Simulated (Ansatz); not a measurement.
BaS: band structure with LDA

**Measured values to compare with.**

From a printed reference work, monograph, original work of 1988, for a bulk crystal of BaS at 2 K: band gap 3.806 eV (indirect).

BaS:

```
CELL_PARAMETERS angstrom
0.00000 3.19375 3.19375
3.19375 0.00000 3.19375
3.19375 3.19375 0.00000
ATOMIC_POSITIONS crystal
Ba 0.00000 0.00000 0.00000
S 0.50000 0.50000 0.50000
```

```json
{"Program": "Ansatz 0.2.0", "Task": "band structure", "Functional": "LDA", "Potentials or basis": "all-electron LAPW, relativistic spinors", "Cutoff": "136 eV (chosen from the basis error)", "Basis error allowed": "0.001 eV/atom", "k mesh": "5 × 5 × 5", "Occupations": "fermi-dirac, width 0.05 eV", "Spin": "spin-orbit coupling, no magnetisation"}
```

```
Pressure                : -2.5 GPa
Band gap on the k mesh  : 2.07 eV, indirect (least direct gap 2.17 eV)
Band gap along the path : 1.96 eV, indirect (least direct gap 2.03 eV)
```

Levels at the corners of the path, in eV from the valence-band top:
```tsv
point	band 38	band 39	band 40	band 41	band 42	band 43	band 44	band 45	band 46	band 47
Γ	-0.14	0.00	0.00	0.00	0.00	3.34	3.34	3.74	3.74	3.74
X	-0.54	-0.21	-0.21	-0.07	-0.07	1.96	1.96	5.88	5.88	5.92
W	-1.14	-0.57	-0.57	-0.42	-0.42	4.07	4.07	4.10	4.10	6.22
K	-0.99	-0.62	-0.62	-0.52	-0.52	3.12	3.12	5.71	5.71	6.48
Γ	-0.14	0.00	0.00	0.00	0.00	3.34	3.34	3.74	3.74	3.74
L	-1.99	-1.10	-1.10	-1.07	-1.07	5.27	5.27	5.44	5.44	6.22
U	-0.99	-0.62	-0.62	-0.52	-0.52	3.12	3.12	5.71	5.71	6.48
W	-1.14	-0.57	-0.57	-0.42	-0.42	4.07	4.07	4.10	4.10	6.22
```

Wall time 71 s on 1 thread of Arm Neoverse N1, on a shared host, peak memory 0.34 GiB.

Against the measured gap of BaS, 3.806 eV (indirect; 2 K; a printed reference work, monograph, original work of 1988), the calculated 1.96 eV is off by -1.85 eV. The value is that of LDA, without temperature or zero-point motion. Semilocal functionals fall short of measured gaps as a rule.

Caveat: the mesh misses the band edges, which the band path finds closer together.
